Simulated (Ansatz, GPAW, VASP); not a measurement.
# Ag: 3 runs at one level of theory

```
Ag
1.0
     0.00000    2.04275    2.04275
     2.04275    0.00000    2.04275
     2.04275    2.04275    0.00000
Ag
1
Direct
  0.00000 0.00000 0.00000
```

Alike in all runs: task single point; functional PBE; k mesh 11 × 11 × 11; occupations gaussian, width 0.017 eV; no spin polarisation; no spin-orbit coupling. Pressure is positive in compression and, in plane waves, holds the error of the finite cutoff.

```csv
program and potentials,plane-wave cutoff (eV),notes,pressure (GPa)
"VASP, PBE PAW files Ag, 520 eV",520,11 valence electrons an atom on average,4.10
"Ansatz, all-electron LAPW, scalar-relativistic",-,-,?
"GPAW, GPAW PAW data sets (gpaw-data 1.2.1)",600,17 valence electrons an atom on average,4.20
```

Estimate from the other rows what the run with Ansatz, all-electron LAPW, scalar-relativistic gave.

Pressure 4.25 GPa. The other rows, which needn't bracket it: pressure 4.10 to 4.20.
